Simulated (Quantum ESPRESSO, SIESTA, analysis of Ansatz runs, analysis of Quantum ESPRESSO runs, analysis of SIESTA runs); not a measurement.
# SiC (F-43m):Mg_Si, a ladder of methods on one cell (SIESTA and Quantum ESPRESSO), part 3 of 3

We place the charge-transition levels of Mg_Si in SiC (F-43m) with atom-centred orbitals, then repeat the energies at other levels of method to see what holds. Model: a cell of 54 host atoms with 1 Si taken out and 1 Mg put in.

SIESTA and Quantum ESPRESSO ; SIESTA numerical-orbital DFT, PBEsol, DZP basis, PseudoDojo 0.4.1 potentials converted to PSML; charged supercells in a uniform background, point-charge correction with alignment at far sites.

So far. Step 2 (Band edges): The gap at this level is 1.23 eV. Step 3 (Relaxing each charge state): Against the host's sites the lattice moves most at charge 0 (0.23 Å); the smallest move among the states is 0.18 Å.

### Step 4. Corrections and levels

A charged cell interacts with its images and the background. The point-charge term, screened by the static dielectric constant, takes that out, and the potential far from the defect is aligned with the host's. Chemical potentials: C (diamond), Mg (hcp) and Si (diamond), run alike.

By state, in eV; the first energy still holds the atoms taken out or put in:

```
charge  moment (μB)  energy over the host, electrons at the valence top  point-charge term  potential shift at far sites  its spread  correction
    −2            0                                            -1492.34              0.964                         0.044       0.041       0.875
    −1            1                                            -1492.93              0.241                        -0.004       0.026       0.246
     0            0                                            -1493.24              0.000                             -           -       0.000
     0            2                                            -1493.37              0.000                             -           -       0.000
```

Potentials at atomic sites for charge −2, some of the atoms; distances and the model charge refer to the site on which the defect was built:

```
atom  distance from that site (Å)  potential less the host's (eV)  point-charge model (eV)
 C30                        2.046                           0.542                    0.428
Si53                        3.076                           0.065                    0.033
Si33                        3.086                           0.065                    0.031
 Si5                        3.099                           0.064                    0.028
 C28                        3.624                          -0.036                   -0.071
  C6                        3.633                          -0.036                   -0.072
 Si7                        4.366                          -0.220                   -0.161
 C20                        4.758                          -0.037                   -0.134
Si11                        5.349                          -0.175                   -0.163
Si27                        5.354                          -0.175                   -0.163
 C40                        5.678                          -0.165                   -0.199
```

Over the charge states the far sites scatter by a standard deviation of up to 0.04 eV about the model once its mean shift is taken off, which is the uncertainty of the alignment.

Limit set by the element alone; other compounds of these elements are not counted. Chemical potentials from the elements' reference states: C 0.00 eV, Si -0.50 eV, Mg 0.00 eV. Formation energies (C-rich), with the Fermi level at the valence top and at the conduction bottom (gap 1.23 eV):

```
charge  at valence top (eV)  at conduction bottom (eV)  correction included (eV)
     0                 4.28                       4.28                      0.00
    −1                 4.97                       3.74                      0.25
    −2                 6.19                       3.73                      0.88
```

| Fermi level (eV) | lowest formation energy (eV) |
| --- | --- |
| 0.00 | 4.28 |
| 0.11 | 4.28 |
| 0.22 | 4.28 |
| 0.34 | 4.28 |
| 0.45 | 4.28 |
| 0.56 | 4.28 |
| 0.67 | 4.28 |
| 0.79 | 4.19 |
| 0.90 | 4.07 |
| 1.01 | 3.96 |
| 1.12 | 3.85 |
| 1.23 | 3.73 |

Limit set by the element alone; other compounds of these elements are not counted. Chemical potentials from the elements' reference states: Si 0.00 eV, C -0.50 eV, Mg 0.00 eV. Formation energies (Si-rich), with the Fermi level at the valence top and at the conduction bottom (gap 1.23 eV):

```
charge  at valence top (eV)  at conduction bottom (eV)  correction included (eV)
     0                 4.78                       4.78                      0.00
    −1                 5.47                       4.24                      0.25
    −2                 6.69                       4.23                      0.88
```

Fermi level (eV), lowest formation energy (eV) and a bar from the least value:
```
     0.00       4.78 ##############################
     0.11       4.78 ##############################
     0.22       4.78 ##############################
     0.34       4.78 ##############################
     0.45       4.78 ##############################
     0.56       4.78 ##############################
     0.67       4.78 ##############################
     0.79       4.69 #########################
     0.90       4.57 ###################
     1.01       4.46 #############
     1.12       4.35 #######
     1.23       4.23
```

So at this level: (0/−1) at 0.69 eV (0.44 without the correction) and (−1/−2) at 1.22 eV (0.59 without the correction), in a gap of 1.23 eV.

### Step 5. Quantum ESPRESSO, plane waves, PBEsol, 2×2×2

The same functional and the same PseudoDojo potentials in plane waves, on the same structures: what changes is the basis alone.

The input, pw.in:

```
&CONTROL
  calculation = 'scf'
  prefix = 'pwscf'
  outdir = './tmp'
  pseudo_dir = './pseudo'
  tprnfor = .true.
  disk_io = 'low'
/
&SYSTEM
  ibrav = 0
  nat = 54
  ntyp = 3
  ecutwfc = 84
  nbnd = 116
  occupations = 'smearing'
  smearing = 'fd'
  degauss = 0.00073499
  tot_charge = -2
  nosym = .true.
/
&ELECTRONS
  conv_thr = 5d-08
  electron_maxstep = 100
  mixing_beta = 0.5
/
ATOMIC_SPECIES
Si    28.0850 Si.upf
C     12.0110 C.upf
Mg    24.3050 Mg.upf
CELL_PARAMETERS angstrom
   0.0000030000    6.5644080000    6.5644080000
   6.5644080000    0.0000030000    6.5644080000
   6.5644080000    6.5644080000    0.0000030000
ATOMIC_POSITIONS crystal
Si     0.0001706173    0.0005980742   -0.0014149034
C      0.0829252803    0.0845373076    0.0826693546
[... 15 atom lines left out ...]
C      0.0591576292    0.7587855468    0.7572474028
[... 11 atom lines left out ...]
C      0.4219759653    0.3966997978    0.7571856301
[... 3 atom lines left out ...]
C      0.4224559021    0.7584735610    0.3950483914
Mg     0.3304885213    0.6684251660    0.6666218038
C      0.4220471000    0.7583270828    0.7570965067
[... 10 atom lines left out ...]
Si     0.6617779529    0.3335578020    0.6691885256
[... 6 atom lines left out ...]
C      0.7493315277    0.7498605931    0.7495019925
K_POINTS automatic
2 2 2 1 1 1
```

The input, pp_potential.in:

```
&INPUTPP
  prefix = 'pwscf'
  outdir = './tmp'
  filplot = 'potential.dat'
  plot_num = 11
/
&PLOT
  nfile = 1
  filepp(1) = 'potential.dat'
  iflag = 3
  output_format = 6
  fileout = 'potential.cube'
/
```

Started as:

```bash
$ OMP_NUM_THREADS=1 pw.x -in pw.in > pw.out
$ OMP_NUM_THREADS=1 pp.x -in pp_potential.in > pp_potential.out
```

What it wrote:

```text
This program is part of the open-source Quantum ESPRESSO suite
     for quantum simulation of materials; please cite
         "P. Giannozzi et al., J. Phys.:Condens. Matter 21 395502 (2009);
         "P. Giannozzi et al., J. Phys.:Condens. Matter 29 465901 (2017);
         "P. Giannozzi et al., J. Chem. Phys. 152 154105 (2020);
          URL
     in publications or presentations arising from this work. More details at

     Subspace diagonalization in iterative solution of the eigenvalue problem:
     a serial algorithm will be used

     G-vector sticks info
     --------------------
     sticks:   dense  smooth     PW     G-vecs:    dense   smooth      PW
     Sum        7147    7147   1879               397133   397133   53089

     Using Slab Decomposition

     bravais-lattice index     =            0
     lattice parameter (alat)  =      17.5432  a.u.
     unit-cell volume          =    3817.7985 (a.u.)^3
     number of atoms/cell      =           54
     number of atomic types    =            3
     number of electrons       =       224.00
     number of Kohn-Sham states=          116
     kinetic-energy cutoff     =      84.0000  Ry
     charge density cutoff     =     336.0000  Ry
     scf convergence threshold =      5.0E-08
     mixing beta               =       0.5000
     number of iterations used =            8  plain     mixing
     Exchange-correlation= PBESOL
                           (   1   4  10   8   0   0   0)

     celldm(1)=  17.543225  celldm(2)=   0.000000  celldm(3)=   0.000000
     celldm(4)=   0.000000  celldm(5)=   0.000000  celldm(6)=   0.000000

     crystal axes: (cart. coord. in units of alat)
               a(1) = (   0.000000   0.707107   0.707107 )
               a(2) = (   0.707107   0.000000   0.707107 )
               a(3) = (   0.707107   0.707107   0.000000 )

     reciprocal axes: (cart. coord. in units 2 pi/alat)
               b(1) = ( -0.707107  0.707107  0.707107 )
               b(2) = (  0.707107 -0.707107  0.707107 )
               b(3) = (  0.707107  0.707107 -0.707107 )

     PseudoPot. # 1 for Si read from file:
     Si.upf
     Pseudo is Norm-conserving + core correction, Zval =  4.0
     Generated using ONCVPSP code by D. R. Hamann
     Using radial grid of 1510 points,  6 beta functions with:
                l(1) =   0
                l(2) =   0
                l(3) =   1
                l(4) =   1
                l(5) =   2
                l(6) =   2

     PseudoPot. # 2 for C  read from file:
     C.upf
     Pseudo is Norm-conserving + core correction, Zval =  4.0
     Generated using ONCVPSP code by D. R. Hamann
     Using radial grid of 1248 points,  4 beta functions with:
[...]
PseudoPot. # 3 for Mg read from file:
     Mg.upf
     Pseudo is Norm-conserving, Zval = 10.0
     Generated using ONCVPSP code by D. R. Hamann
     Using radial grid of 1510 points,  4 beta functions with:
[...]
l(2) =   0
                l(3) =   1
                l(4) =   1

     atomic species   valence    mass     pseudopotential
     Si                4.00    28.08500     Si( 1.00)
     C                 4.00    12.01100     C ( 1.00)
     Mg               10.00    24.30500     Mg( 1.00)

     No symmetry found

   Cartesian axes

     site n.     atom                  positions (alat units)
         1        Si     tau(   1) = (  -0.0005776  -0.0008798   0.0005435  )
         2        C      tau(   2) = (   0.1182330   0.1170931   0.1184140  )
         3        Si     tau(   3) = (   0.2360684   0.2356907   0.0002155  )
         4        C      tau(   4) = (   0.3542946   0.3527631   0.1181121  )
         5        Si     tau(   5) = (   0.4714437   0.4707802  -0.0029174  )
         6        C      tau(   6) = (   0.5892575   0.5880067   0.1182843  )
         7        Si     tau(   7) = (   0.2362929  -0.0010387   0.2367768  )
[...]
total energy              =    -662.18896503 Ry
     estimated scf accuracy    <       0.43208476 Ry

     iteration #  3     ecut=    84.00 Ry     beta= 0.50
     Davidson diagonalization with overlap
     ethr =  1.93E-04,  avg # of iterations =  4.0

     total energy              =    -662.21221830 Ry
     estimated scf accuracy    <       0.12522940 Ry

     iteration #  4     ecut=    84.00 Ry     beta= 0.50
     Davidson diagonalization with overlap
     ethr =  5.59E-05,  avg # of iterations =  5.0

     total energy              =    -662.22411278 Ry
     estimated scf accuracy    <       0.02077213 Ry

     iteration #  5     ecut=    84.00 Ry     beta= 0.50
     Davidson diagonalization with overlap
     ethr =  9.27E-06,  avg # of iterations =  5.0

     total energy              =    -662.22701351 Ry
     estimated scf accuracy    <       0.00914564 Ry

     iteration #  6     ecut=    84.00 Ry     beta= 0.50
     Davidson diagonalization with overlap
     ethr =  4.08E-06,  avg # of iterations =  2.0

     total energy              =    -662.22612444 Ry
     estimated scf accuracy    <       0.00198520 Ry

[...]
total energy              =    -662.22721673 Ry
[...]
iteration # 12     ecut=    84.00 Ry     beta= 0.50
     Davidson diagonalization with overlap
     ethr =  6.99E-10,  avg # of iterations =  3.0

     total energy              =    -662.22721754 Ry
     estimated scf accuracy    <       0.00000014 Ry

     iteration # 13     ecut=    84.00 Ry     beta= 0.50
     Davidson diagonalization with overlap
     ethr =  6.08E-11,  avg # of iterations =  4.2

     total energy              =    -662.22721748 Ry
     estimated scf accuracy    <       0.00000016 Ry

     iteration # 14     ecut=    84.00 Ry     beta= 0.50
     Davidson diagonalization with overlap
     ethr =  6.08E-11,  avg # of iterations =  2.0

     End of self-consistent calculation

          k = 0.1768 0.1768 0.1768 ( 49671 PWs)   bands (ev):

   -62.7338 -29.7753 -29.7735 -29.7724  -5.9913  -4.9415  -4.3012  -4.3008
    -4.2712  -3.9311  -3.9306  -3.8220  -3.6481  -3.6476  -3.3800  -3.1032
    -2.6454  -2.6449  -2.3829  -2.2448  -2.2442  -2.0151  -1.5774  -1.5768
    -1.5314  -1.3910  -1.3895  -1.1362  -1.1168  -1.1139  -0.9805   1.4373
     1.8826   1.8852   1.9078   1.9142   1.9151   1.9443   1.9451   2.0036
     2.0933   2.2617   2.2621   2.4268   2.6307   2.6314   2.8847   3.2419
[...]
11.5781  11.5790  11.5919  12.2972

          k =-0.1768-0.1768 0.5303 ( 49622 PWs)   bands (ev):

[...]
10.9876  12.1698  12.1989  12.7348

          k =-0.1768 0.5303-0.1768 ( 49622 PWs)   bands (ev):

[...]
10.9877  12.1701  12.1988  12.7412

          k =-0.5303 0.1768 0.1768 ( 49622 PWs)   bands (ev):

[...]
7.0709   7.1396   7.1772   7.2530   7.3467   7.4506   7.5551   7.6234
     7.6248   7.6639   7.6775   7.7625   7.8651   7.8826   7.9308   8.2307
     8.2447   8.4278   8.4797   8.5695   8.8531   8.9449   9.6741   9.7779
    10.9876  12.1698  12.1998  12.7358

     the Fermi energy is    10.4763 ev

!    total energy              =    -662.22721751 Ry
     estimated scf accuracy    <          3.1E-09 Ry
     smearing contrib. (-TS)   =       0.00000000 Ry
     internal energy E=F+TS    =    -662.22721751 Ry

     The total energy is F=E-TS. E is the sum of the following terms:
     one-electron contribution =      45.25419603 Ry
     hartree contribution      =     112.91279476 Ry
     xc contribution           =    -216.60937120 Ry
     ewald contribution        =    -603.78483710 Ry

     convergence has been achieved in  14 iterations

     Forces acting on atoms (cartesian axes, Ry/au):

     atom    1 type  1   force =    -0.00006480   -0.00010214   -0.00083578
     atom    2 type  2   force =     0.00026488   -0.00013420   -0.00107229
     atom    3 type  1   force =     0.00036891    0.00072276   -0.00028749
     atom    4 type  2   force =     0.00021841   -0.00064207   -0.00002487
     atom    5 type  1   force =    -0.00278895    0.00317787   -0.00369120
     atom    6 type  2   force =     0.00158606    0.00013913   -0.00056775
[...]
atom   52 type  2   force =    -0.00075186   -0.00077345    0.00118714
     atom   53 type  1   force =     0.00296605   -0.00317148   -0.00203162
     atom   54 type  2   force =    -0.00032063   -0.00000620    0.00051791

     Total force =     0.020498     Total SCF correction =     0.000048

=------------------------------------------------------------------------------=
   JOB DONE.
=------------------------------------------------------------------------------=
```

Wall time 27 min (1 MPI rank of Arm Neoverse V1, shared host); peak memory 1.7 GiB.

On the kept structures the largest force at this level is 0.16 eV/Å, so they are not at rest here, and a relaxation would lower the states by unlike amounts.

At charge 0 (moment 0 μB) and −1 filled and empty levels, counted over both spins and all k-points, touch or overlap: the last carrier shares a level or a band, or the held moment keeps an electron of one spin above an empty level of the other.

By state, in eV; the first energy still holds the atoms taken out or put in:

```
charge  moment (μB)  energy over the host, electrons at the valence top  point-charge term  potential shift at far sites  its spread  correction
    −2            0                                            -1493.39              0.964                         0.007       0.039       0.950
    −1            1                                            -1493.91              0.241                        -0.042       0.025       0.283
     0            0                                            -1494.14              0.000                             -           -       0.000
     0            2                                            -1494.28              0.000                             -           -       0.000
```

Against the first level the gap goes from 1.23 to 1.25 eV, and the level that moves most, (−1/−2), from 1.22 to 1.18 eV.

### Step 6. Side by side

Gap and levels in eV, each above its own valence top, and the processor time of the defect runs (shared machines):

```
                             level of method   gap  (0/−1)  (−1/−2)           runs  core time
                  SIESTA, PBEsol, DZP, 2×2×2  1.23    0.69     1.22    relaxations      2.8 h
Quantum ESPRESSO, plane waves, PBEsol, 2×2×2  1.25    0.65     1.18  single points        3 h
```

### Step 7. Outcome

| Item | Value |
| --- | --- |
| gap of the host (SIESTA, PBEsol) | 1.23 eV |
| largest difference in a level, orbitals against plane waves | 0.04 eV |
| difference in the gap, orbitals less plane waves | -0.02 eV |
| level (0/minus 1), SIESTA, PBEsol, DZP, 2×2×2 | 0.69 eV above the valence top, next to a charge whose carrier is spread as in a band |
| level (minus 1/minus 2), SIESTA, PBEsol, DZP, 2×2×2 | 1.22 eV above the valence top, next to a charge whose carrier is spread as in a band |

In words: At the level trusted most (SIESTA, PBEsol, DZP, 2×2×2) the charge changes at 0.69 eV (0/−1) and 1.22 eV (−1/−2) above the valence top, in a gap of 1.23 eV. (−1/−2) lies within 0.15 eV of a band edge, so whether the charge beyond is stable at all is within the error of the correction. Orbitals and plane waves agree on the levels within 0.04 eV ((−1/−2) differs most) and on the gap within 0.02 eV, so the orbital basis serves for these levels. Of the charges placed (−2, −1 and 0), the lowest changes at 0.69 eV (0/−1) above the valence top, in a gap of 1.23 eV. Only the charges −2, −1 and 0 were placed; others may be stable too. Compounds of Mg with the host's elements are not counted; they lower the chemical potential of the dopant and raise these formation energies. Limits: PBEsol makes the gap too small and tends to spread out bound carriers.

Calculation against experiment:

| quantity | measured | PBEsol PseudoDojo, SIESTA | PBEsol PseudoDojo, Quantum ESPRESSO |
| --- | --- | --- | --- |
| band gap (gap on the k-mesh) (eV) | 2.4 | 1.23 (-1.17 eV) | 1.25 (-1.15 eV) |

Measured values from pmc:7200658 (2020).

**Verdict.** For the band gap, of the levels listed nearest comes PBEsol PseudoDojo, Quantum ESPRESSO (-1.15 eV) and farthest PBEsol PseudoDojo, SIESTA (-1.17 eV). Local and semilocal functionals usually give gaps below the measured ones. The computed gap is read on a k-mesh, which can miss the band edges. Zero-point and thermal motion shift the measured gap.

[Logs are printed without paths, hosts, clocks, repeated set-up lines and the standing remarks that a program may print on its own settings, such as how far it seeks lower states.]

[Hosts, paths, dates, database ids (printed as entryN), source tags and the programs' standing remarks are cut or masked in the printed files.]

[For some hosts the program warned that the k-mesh of the response run may be too coarse for force constants and the static dielectric constant; such warnings are not shown here.]

[Charge tables in the logs are Mulliken or Hirshfeld populations, whose sizes and signs can differ; where basis functions stand at a vacancy, SIESTA counts their charge against the missing atom's valence.]

[In relaxation paths of CP2K, step 0 can be the structure after the first move, since the trajectory file begins there, and the last row can be the final structure solved once more.]
